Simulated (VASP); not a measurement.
All values below come from optB88-vdW, VASP's PBE PAW potentials (set 64) (plane waves; VASP).

The input files of a VASP run:

POSCAR:
```
Sb2Te3
1
    4.3499011357    -0.0000000000    -0.0000000000
   -2.1749505679     3.7671246534     0.0000000000
    0.0000000000     0.0000000000    30.7086285619
Sb Te
6 9
Direct
  0.3333330000   0.6666670000   0.0647822751
  0.3333330000   0.6666670000   0.2685517249
  0.0000000000   0.0000000000   0.3981152751
  0.0000000000   0.0000000000   0.6018847249
  0.6666670000   0.3333330000   0.7314482751
  0.6666670000   0.3333330000   0.9352177249
  0.0000000000   0.0000000000   0.0000000000
  0.0000000000   0.0000000000   0.2122466520
  0.6666670000   0.3333330000   0.1210863480
  0.6666670000   0.3333330000   0.3333330000
  0.6666670000   0.3333330000   0.5455796520
  0.3333330000   0.6666670000   0.4544203480
  0.3333330000   0.6666670000   0.6666670000
  0.3333330000   0.6666670000   0.8789136520
  1.0000000000   0.0000000000   0.7877533480
```

**KPOINTS**
```
Automatic mesh
0
Gamma
7 7 1
0 0 0
```

### INCAR
```
SYSTEM = Sb2Te3
PREC = Accurate; ENCUT = 480; LREAL = Auto
LASPH = .TRUE.
EDIFF = 1E-6; NELM = 100; ALGO = Normal
LMAXMIX = 4
ISMEAR = 1; SIGMA = 0.1
GGA = BO; LUSE_VDW = .TRUE.; AGGAC = 0.0
PARAM1 = 0.1833333333; PARAM2 = 0.22
IBRION = 2; NSW = 60; ISIF = 3
EDIFFG = -0.02
LWAVE = .FALSE.; LCHARG = .FALSE.
```

POTCAR, in this order: Sb Te (PBE.64 set). Program: vasp_std.

The resulting files:

**OSZICAR**
```
       N       E                     dE             d eps       ncg     rms          rms(c)
DAV:   1     0.469710076255E+03    0.46971E+03   -0.28115E+04   800   0.125E+03
DAV:   2     0.227241985761E+02   -0.44699E+03   -0.43722E+03   962   0.196E+02
DAV:   3    -0.243946091035E+02   -0.47119E+02   -0.45901E+02   956   0.653E+01
DAV:   4    -0.262814537353E+02   -0.18868E+01   -0.18686E+01  1040   0.136E+01
DAV:   5    -0.263430525010E+02   -0.61599E-01   -0.61458E-01  1094   0.276E+00    0.141E+01
DAV:   6    -0.258372549533E+02    0.50580E+00   -0.19014E+00   968   0.365E+00    0.107E+01
DAV:   7    -0.259242846426E+02   -0.87030E-01   -0.11296E+00  1004   0.326E+00    0.365E+00
DAV:   8    -0.258874069997E+02    0.36878E-01   -0.25873E-01  1066   0.174E+00    0.130E+00
DAV:   9    -0.258851122002E+02    0.22948E-02   -0.33961E-02  1000   0.496E-01    0.881E-01
DAV:  10    -0.258865627284E+02   -0.14505E-02   -0.65485E-03  1040   0.295E-01    0.210E-01
DAV:  11    -0.258863252726E+02    0.23746E-03   -0.42213E-03  1040   0.223E-01    0.198E-01
DAV:  12    -0.258863515581E+02   -0.26285E-04   -0.67894E-04  1004   0.863E-02    0.919E-02
DAV:  13    -0.258863588190E+02   -0.72609E-05   -0.45049E-05  1000   0.226E-02    0.626E-02
DAV:  14    -0.258863647102E+02   -0.58912E-05   -0.43733E-05  1040   0.257E-02    0.410E-02
DAV:  15    -0.258863642324E+02    0.47777E-06   -0.79318E-06   938   0.937E-03
   1 F= -.25886364E+02 E0= -.25886003E+02  d E =-.258864E+02
       N       E                     dE             d eps       ncg     rms          rms(c)
DAV:   1    -0.258882162513E+02   -0.18515E-02   -0.42227E-02   848   0.709E-01    0.167E-01
DAV:   2    -0.258880782372E+02    0.13801E-03   -0.37297E-03  1000   0.186E-01    0.115E-01
DAV:   3    -0.258880360792E+02    0.42158E-04   -0.33804E-04   938   0.603E-02    0.710E-02
DAV:   4    -0.258879966547E+02    0.39424E-04   -0.39828E-05  1012   0.193E-02    0.429E-02
DAV:   5    -0.258879688345E+02    0.27820E-04   -0.58826E-05   854   0.222E-02    0.134E-02
DAV:   6    -0.258879693310E+02   -0.49648E-06   -0.49541E-06   894   0.735E-03
   2 F= -.25887969E+02 E0= -.25887602E+02  d E =-.160510E-02
       N       E                     dE             d eps       ncg     rms          rms(c)
DAV:   1    -0.258880590588E+02   -0.90224E-04   -0.32846E-03   852   0.198E-01    0.564E-02
DAV:   2    -0.258880459473E+02    0.13112E-04   -0.28572E-04  1002   0.516E-02    0.259E-02
DAV:   3    -0.258880418269E+02    0.41203E-05   -0.26979E-05   924   0.170E-02    0.185E-02
DAV:   4    -0.258880394413E+02    0.23857E-05   -0.30914E-06   700   0.551E-03    0.126E-02
DAV:   5    -0.258880387694E+02    0.67184E-06   -0.41371E-06   776   0.608E-03
   3 F= -.25888039E+02 E0= -.25887670E+02  d E =-.167454E-02
       N       E                     dE             d eps       ncg     rms          rms(c)
DAV:   1    -0.258895701265E+02   -0.15307E-02   -0.34309E-02   800   0.573E-01    0.195E-01
DAV:   2    -0.258889596023E+02    0.61052E-03   -0.21141E-03   974   0.143E-01    0.123E-01
DAV:   3    -0.258887993911E+02    0.16021E-03   -0.23163E-04   998   0.449E-02    0.599E-02
DAV:   4    -0.258886752501E+02    0.12414E-03   -0.11358E-04   868   0.290E-02    0.227E-02
DAV:   5    -0.258886505834E+02    0.24667E-04   -0.36659E-05   932   0.169E-02    0.327E-02
DAV:   6    -0.258886498495E+02    0.73387E-06   -0.28327E-06   636   0.594E-03
   4 F= -.25888650E+02 E0= -.25888279E+02  d E =-.611080E-03
```

OUTCAR:
```
------------------------ aborting loop because EDIFF is reached ----------------------------------------
  FORCE on cell =-STRESS in cart. coord.  units (eV):
  Direction    XX          YY          ZZ          XY          YZ          ZX
  --------------------------------------------------------------------------------------
  Total        0.0302111      0.0302111      0.0441771     -0.0000000      0.0000000     -0.0000000
  in kB        0.0961624      0.0961624      0.1406166     -0.0000000      0.0000000     -0.0000000
  external PRESSURE =       0.1109804 kB  Pullay stress =       0.0000000 kB
  volume of cell :      503.35
      direct lattice vectors                 reciprocal lattice vectors
     4.352022956 -0.000000000 -0.000000000     0.229778200  0.132662514 -0.000000000
    -2.176011478  3.768962203 -0.000000000     0.000000000  0.265325027 -0.000000000
     0.000000000  0.000000000 30.687269165     0.000000000  0.000000000  0.032586803
 POSITION                                       TOTAL-FORCE (eV/Angst)
 -----------------------------------------------------------------------------------
     -0.00000      2.51264      1.99570        -0.000000      0.000000      0.009404
     -0.00000      2.51264      8.23341         0.000000     -0.000000     -0.009404
      4.35202     -0.00000     12.22478         0.000000      0.000000      0.009404
      0.00000      0.00000     18.46249        -0.000000     -0.000000     -0.009404
      2.17601      1.25632     22.45386        -0.000000      0.000000      0.009404
      2.17601      1.25632     28.69157        -0.000000     -0.000000     -0.009404
     -0.00000      0.00000      0.00000         0.000000      0.000000     -0.000000
      2.17601      3.76896      6.51597        -0.000000     -0.000000     -0.009036
      2.17601      1.25632      3.71311         0.000000      0.000000      0.009036
      2.17601      1.25632     10.22908        -0.000000      0.000000     -0.000000
      2.17601      1.25632     16.74505        -0.000000     -0.000000     -0.009036
     -0.00000      2.51264     13.94222         0.000000     -0.000000      0.009036
     -0.00000      2.51264     20.45819         0.000000      0.000000     -0.000000
     -0.00000      2.51264     26.97416        -0.000000      0.000000     -0.009036
      0.00000      0.00000     24.17130         0.000000     -0.000000      0.009036
 -----------------------------------------------------------------------------------
    total drift:                                0.000000      0.000000      0.000000
  FREE ENERGIE OF THE ION-ELECTRON SYSTEM (eV)
  ---------------------------------------------------
  free  energy   TOTEN  =       -25.8886498495 eV

  energy  without entropy=      -25.8875370983  energy(sigma->0) =      -25.88827893

 reached required accuracy - stopping structural energy minimisation
```
(Selected blocks of OUTCAR.)

File CONTCAR:
```
Sb2Te3
   1.00000000000000
     4.3520229557077998   -0.0000000000000281   -0.0000000000000000
    -2.1760114779039488    3.7689622030870344   -0.0000000000000000
     0.0000000000000001    0.0000000000000000   30.6872691647697806
  Sb              Te
     6     9
Direct
     0.3333330000000032    0.6666669999999968    0.0650334713115880
     0.3333330000000032    0.6666669999999968    0.2683005286884127
     1.0000000000000000    0.0000000000000000    0.3983664713115841
     0.0000000000000000    0.0000000000000000    0.6016335286884159
     0.6666669999999968    0.3333330000000032    0.7316994713115873
     0.6666669999999968    0.3333330000000032    0.9349665286884120
     0.0000000000000000    0.0000000000000000    0.0000000000000000
     1.0000000000000000    1.0000000000000000    0.2123346968042815
     0.6666669999999968    0.3333330000000032    0.1209983031957146
     0.6666669999999968    0.3333330000000032    0.3333330000000032
     0.6666669999999968    0.3333330000000032    0.5456676968042847
     0.3333330000000032    0.6666669999999968    0.4543323031957153
     0.3333330000000032    0.6666669999999968    0.6666669999999968
     0.3333330000000032    0.6666669999999968    0.8790016968042854
     0.0000000000000000    0.0000000000000000    0.7876653031957185
```

The compound is Sb2Te3 in the tetradymite structure. This run relaxes it. Symmetry was kept, so distortions that lower it aren't found. The start is the result of an earlier pass.
